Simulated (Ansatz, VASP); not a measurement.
## One calculation of SrO, two programs

The input INCAR:

```
ALGO     = Normal         # electronic algorithm
EDIFF    = 1E-6           # SCF threshold, eV
ENCUT    = 520            # plane-wave cutoff, eV
GGA      = PE             # functional
ISIF     = 2              # what is computed and relaxed
ISMEAR   = 0              # smearing method
LASPH    = T              # aspherical terms in the spheres
LCHARG   = T              # write CHGCAR
LELF     = T              # ELF
LREAL    = F              # projectors in reciprocal space
LVHAR    = T            
LWAVE    = F              # write WAVECAR
NBANDS   = 15             # bands
NELM     = 60             # most SCF steps
PREC     = Accurate       # precision mode
SIGMA    = 0.05           # smearing width, eV
```

KPOINTS

```
k-points
0
Gamma
  8 8 8
```

Contents of POSCAR:

```
SrO
1.0
    0.0000000000      2.4934960882      2.3896004178
    2.4934960882      0.0000000000      2.3896004178
    2.4934960882      2.4934960882      0.0000000000
Sr O
1 1
Direct
    0.0000000000      0.0000000000      0.0000000000
    0.5000000000      0.5000000000      0.5000000000
```

Input for Ansatz:

```yaml
crystal:
  lattice:
    - [0.0, 2.4934960882, 2.3896004178]
    - [2.4934960882, 0.0, 2.3896004178]
    - [2.4934960882, 2.4934960882, 0.0]
  atoms:
    - { symbol: Sr, position: [0.0, 0.0, 0.0] }
    - { symbol: O, position: [0.5, 0.5, 0.5] }
basis:
  ecutwfc: 420
kpoints:
  mp_grid: { grid: [8, 8, 8] }
hamiltonian:
  xc: pbe
scf:
  occupations: { method: gaussian, width: 0.05 }
output:
  forces: true
  stress: true
  eigenvalues: true
```

Change from the starting cell: strain -0.040 along x and y, -0.080 along z, atoms carried along.

Alike in both runs: task single point; functional PBE; k mesh 8 × 8 × 8; occupations gaussian, width 0.05 eV; no spin polarisation.

|  | VASP | Ansatz |
| --- | --- | --- |
| version | VASP 6.6.1 | Ansatz 0.2.0 |
| potentials or method | VASP PAW PBE potentials, release 64 (Sr_sv, O) | scalar-relativistic, plane waves, PAW |
| plane-wave cutoff (eV) | 520 | 420 |
| valence electrons in the cell | 16 | 16 |

|  | VASP | Ansatz | Ansatz less VASP |
| --- | --- | --- | --- |
| gap on the k mesh at the Fermi level (eV) | 2.79 | 2.84 | +0.053 |
| least direct gap on the mesh (eV) | 2.91 | 2.94 | +0.028 |
| pressure (GPa) | 21.9 | 20.8 | -1.11 |
| largest component of the traceless stress (GPa) | 8.41 | 8.00 | -0.413 |

Caveats: so large a pressure means that the cell lies far from this level's equilibrium, or that cutoff or potentials fall short (VASP). A k mesh can miss the band edges.
